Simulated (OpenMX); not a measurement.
# GaN (P6_3mc) in OpenMX: equation of state, part 2 of 2

OpenMX 3.8.5.

**4. Single point, PBE, 10.86 Å³/atom (volume scaled by 0.96)**

File GaN.dat:

```
System.CurrrentDirectory             ./
System.Name                          GaN
DATA.PATH                            ./DFT_DATA13
level.of.stdout                      1
level.of.fileout                     0
Species.Number                       2
<Definition.of.Atomic.Species
  Ga  Ga7.0-s3p2d2           Ga_PBE13
  N   N6.0-s2p2d1            N_PBE13
Definition.of.Atomic.Species>

Atoms.Number                         4
Atoms.SpeciesAndCoordinates.Unit     FRAC
<Atoms.SpeciesAndCoordinates
    1  Ga    0.6666666667    0.3333333333    0.5000000000   6.500  6.500
    2  Ga    0.3333333333    0.6666666667    0.0000000000   6.500  6.500
    3  N     0.6666666667    0.3333333333    0.8750000000   2.500  2.500
    4  N     0.3333333333    0.6666666667    0.3750000000   2.500  2.500
Atoms.SpeciesAndCoordinates>

Atoms.UnitVectors.Unit               Ang
<Atoms.UnitVectors
     3.1370217585    0.0000000000    0.0000000000
    -1.5685108793    2.7167405351    0.0000000000
     0.0000000000    0.0000000000    5.0961806304
Atoms.UnitVectors>

scf.XcType                           GGA-PBE
scf.SpinPolarization                 off
scf.ElectronicTemperature            580.226
scf.maxIter                          100
scf.EigenvalueSolver                 band
scf.Kgrid                            11 11 5
scf.Mixing.Type                      rmm-diisk
scf.Init.Mixing.Weight               0.05
scf.Min.Mixing.Weight                0.001
scf.Max.Mixing.Weight                0.3
scf.Mixing.History                   25
scf.Mixing.StartPulay                8
scf.criterion                        1.0e-8
MD.Type                              nomd
scf.Ngrid                            36 36 70
scf.energycutoff                     500.0
```

Potentials or basis: OpenMX 2013 PBE set, Ga7.0-s3p2d2, N6.0-s2p2d1, fixed grid of 36 × 36 × 70 points.

On the command line:

```console
openmx GaN.dat -nt 1 > GaN.std
```

GaN.out:

```text
Required cutoff energy (Ryd) for 3D-grids = 497.3487
      Used cutoff energy (Ryd) for 3D-grids = 485.3005, 485.3005, 521.4450
  Num. of grids of a-, b-, and c-axes = 36, 36, 70

  Num.Grid1.    36
  Num.Grid2.    36
  Num.Grid3.    70

  Cell_Volume =    293.094057952891 (Bohr^3)
  GridVol     =      0.003230754607 (Bohr^3)
  Cell vectors (bohr) of the grid cell (gtv)
    gtv_a =  0.164669765105,  0.000000000000,  0.000000000000
    gtv_b = -0.082334882555,  0.142608199817,  0.000000000000
    gtv_c =  0.000000000000,  0.000000000000,  0.137576928282
    |gtv_a| =  0.164669765105
    |gtv_b| =  0.164669765107
    |gtv_c| =  0.137576928282

***********************************************************

***********************************************************
                  SCF history at MD= 1
***********************************************************

   SCF=   1  NormRD=  1.000000000000  Uele= -22.445822875831
   SCF=   2  NormRD=  3.619985060930  Uele= -22.395334390357
   SCF=   3  NormRD=  3.588706026218  Uele= -22.392724202146
   SCF=   4  NormRD=  1.834520199923  Uele= -22.257397812034
   SCF=   5  NormRD=  0.817488527788  Uele= -22.191623925520
[... 177 lines left out ...]
   sum over m      0.508215576  0.508215576   1.016431152   0.000000000
  s           1    0.014192647  0.014192647   0.028385294   0.000000000
   sum over m      0.014192647  0.014192647   0.028385294   0.000000000
  s           2   -0.009319262 -0.009319262  -0.018638525   0.000000000
   sum over m     -0.009319262 -0.009319262  -0.018638525   0.000000000
   sum over m+mul  0.513088960  0.513088960   1.026177921   0.000000000
  px          0    0.197220728  0.197220728   0.394441456   0.000000000
  py          0    0.197264840  0.197264840   0.394529680   0.000000000
  pz          0    0.189929230  0.189929230   0.379858460   0.000000000
   sum over m      0.584414798  0.584414798   1.168829596   0.000000000
  px          1    0.011549025  0.011549025   0.023098049   0.000000000
  py          1    0.011549034  0.011549034   0.023098067   0.000000000
  pz          1    0.009160896  0.009160896   0.018321792   0.000000000
[... 82 lines left out ...]
   sum over m      2.141613387  2.141613387   4.283226773   0.000000000
  px          1   -0.005035597 -0.005035597  -0.010071194   0.000000000
  py          1   -0.005047010 -0.005047010  -0.010094019   0.000000000
  pz          1   -0.006940546 -0.006940546  -0.013881093   0.000000000
   sum over m     -0.017023153 -0.017023153  -0.034046306   0.000000000
   sum over m+mul  2.124590233  2.124590233   4.249180467   0.000000000
  d3z^2-r^2   0    0.003084940  0.003084940   0.006169881   0.000000000
  dx^2-y^2    0    0.003022848  0.003022848   0.006045696   0.000000000
  dxy         0    0.003022872  0.003022872   0.006045744   0.000000000
  dxz         0    0.002914520  0.002914520   0.005829041   0.000000000
  dyz         0    0.002908221  0.002908221   0.005816442   0.000000000
   sum over m      0.014953401  0.014953401   0.029906802   0.000000000
   sum over m+mul  0.014953401  0.014953401   0.029906802   0.000000000

***********************************************************
       xyz-coordinates (Ang) and forces (Hartree/Bohr)
***********************************************************

<coordinates.forces
  4
    1    Ga     1.56851   0.90558   2.54809   0.000245610496 -0.000525205950 -0.002455925361
    2    Ga    -0.00000   1.81116   0.00000  -0.000245611511  0.000525206877 -0.002455925353
    3     N     1.56851   0.90558   4.45916   0.000275939122  0.000073404060  0.002418214639
    4     N    -0.00000   1.81116   1.91107  -0.000275938107 -0.000073404988  0.002418214638
coordinates.forces>

***********************************************************
       Fractional coordinates of the final structure
***********************************************************

     1     Ga     0.66666666670000   0.33333333330000   0.50000000000000
     2     Ga     0.33333333330000   0.66666666670000   0.00000000000000
     3      N     0.66666666670000   0.33333333330000   0.87500000000000
     4      N     0.33333333330000   0.66666666670000   0.37500000000000
```

GaN.std:

```text
*******************************************************
 Welcome to OpenMX   Ver. 3.8.5
 Copyright (C), 2002-2014, T. Ozaki
 OpenMX comes with ABSOLUTELY NO WARRANTY.
 This is free software, and you are welcome to
 redistribute it under the constitution of the GNU-GPL.
*******************************************************
[... 217 lines left out ...]
  Uzs   =       0.000000000000
  Uzo   =       0.000000000000
  Uef   =       0.000000000000
  UvdW  =       0.000000000000
  Utot  =    -173.995885694265

*******************************************************
             MD or geometry opt. at MD = 1
*******************************************************

outputting data on grids to files...

The calculation was normally finished.
```

Wall time 2.6 min (1 thread of AMD EPYC 9R45 (Zen 5), shared host); peak memory 1.2 GiB.

What came out:

```yaml
Free_energy: -4734.6693 eV
Largest_force: 0.130 eV/Å
Band_gap_on_the_k_mesh: 2.70 eV, direct
Mulliken_charges: Ga +0.94; N -0.94 e
```

Caveat: the basis has few d functions beyond the semicore shells, which can make volumes several per cent too large; Mulliken charges move with the basis; the basis of atomic orbitals isn't converged, which shifts pressures, moduli and gaps.

**5. Single point, PBE, 11.76 Å³/atom (volume scaled by 1.04)**

Changes to GaN.dat since step 4:

```diff
@@ -22,5 +22,5 @@
 <Atoms.UnitVectors
-     3.1370217585    0.0000000000    0.0000000000
-    -1.5685108793    2.7167405351    0.0000000000
-     0.0000000000    0.0000000000    5.0961806304
+     3.2218469041    0.0000000000    0.0000000000
+    -1.6109234521    2.7902012661    0.0000000000
+     0.0000000000    0.0000000000    5.2339814801
 Atoms.UnitVectors>
```

On the command line:

```console
openmx GaN.dat -nt 1 > GaN.std
```

It took 2.7 min on 1 thread of AMD EPYC 9R45 (Zen 5), shared host; peak memory 1.1 GiB.

It converged, with:

* Free energy: -4734.8811 eV
* Largest force: 0.106 eV/Å
* Band gap on the k mesh: 2.11 eV, direct
* Mulliken charges: Ga +0.84; N -0.84 e

Caveat: the basis has few d functions beyond the semicore shells, which can make volumes several per cent too large; Mulliken charges move with the basis; the basis of atomic orbitals isn't converged, which shifts pressures, moduli and gaps.

**6. Single point, PBE, 10.63 Å³/atom (volume scaled by 0.94)**

Changes to GaN.dat since step 5:

```diff
@@ -22,5 +22,5 @@
 <Atoms.UnitVectors
-     3.2218469041    0.0000000000    0.0000000000
-    -1.6109234521    2.7902012661    0.0000000000
-     0.0000000000    0.0000000000    5.2339814801
+     3.1150838257    0.0000000000    0.0000000000
+    -1.5575419129    2.6977417280    0.0000000000
+     0.0000000000    0.0000000000    5.0605418376
 Atoms.UnitVectors>
```

Potentials or basis: OpenMX 2013 PBE set, Ga7.0-s3p2d2, N6.0-s2p2d1, fixed grid of 36 × 36 × 70 points.

On the command line:

```console
openmx GaN.dat -nt 1 > GaN.std
```

Run time: 3 min. Hardware: 1 thread of AMD EPYC 9R45 (Zen 5), shared host; peak memory 1.2 GiB.

It converged, with:

```
Free energy            : -4734.5528 eV
Largest force          : 0.136 eV/Å
Band gap on the k mesh : 2.85 eV, direct
Mulliken charges       : Ga +0.96; N -0.96 e
```

Caveat: the basis has few d functions beyond the semicore shells, which can make volumes several per cent too large; Mulliken charges move with the basis; the basis of atomic orbitals isn't converged, which shifts pressures, moduli and gaps.

**7. Single point, PBE, 11.99 Å³/atom (volume scaled by 1.06)**

Changes to GaN.dat since step 6:

```diff
@@ -22,5 +22,5 @@
 <Atoms.UnitVectors
-     3.1150838257    0.0000000000    0.0000000000
-    -1.5575419129    2.6977417280    0.0000000000
-     0.0000000000    0.0000000000    5.0605418376
+     3.2423687753    0.0000000000    0.0000000000
+    -1.6211843877    2.8079737278    0.0000000000
+     0.0000000000    0.0000000000    5.2673198406
 Atoms.UnitVectors>
```

On the command line:

```console
openmx GaN.dat -nt 1 > GaN.std
```

Run time: 2.6 min. Hardware: 1 thread of AMD EPYC 9R45 (Zen 5), shared host; peak memory 1 GiB.

It converged, with:

```
Free energy            : -4734.8828 eV
Largest force          : 0.101 eV/Å
Band gap on the k mesh : 1.97 eV, direct
Mulliken charges       : Ga +0.81; N -0.81 e
```

Caveat: the basis has few d functions beyond the semicore shells, which can make volumes several per cent too large; Mulliken charges move with the basis; the basis of atomic orbitals isn't converged, which shifts pressures, moduli and gaps.

**8. Equation of state, PBE**

Potentials or basis: OpenMX 2013 PBE set, Ga7.0-s3p2d2, N6.0-s2p2d1, fixed grid of 36 × 36 × 70 points.

No new run: the results of the series are fitted here.

What came out:

| Property | Result |
| --- | --- |
| Equilibrium volume | 11.90 Å³/atom |
| Bulk modulus at fixed shape and positions | 160 GPa |
| Pressure derivative of the bulk modulus | 4.7 (rough: it moves with the points fitted) |

Energy against volume, from the lowest point:
```tsv
volume (Å³/atom)	energy (meV/atom)
10.632	82.50
10.858	53.39
11.084	31.18
11.310	15.38
11.537	5.42
11.763	0.43
11.989	0.00
```

Caveat: the basis has few d functions beyond the semicore shells, which can make volumes several per cent too large; volumes in these bases differ from converged ones by about 1 %, for some elements by several; the cell was scaled at fixed shape and fractional positions, which overstates the stiffness of a crystal with free parameters, most of all of layers and chains; the basis of atomic orbitals isn't converged, which shifts pressures, moduli and gaps.
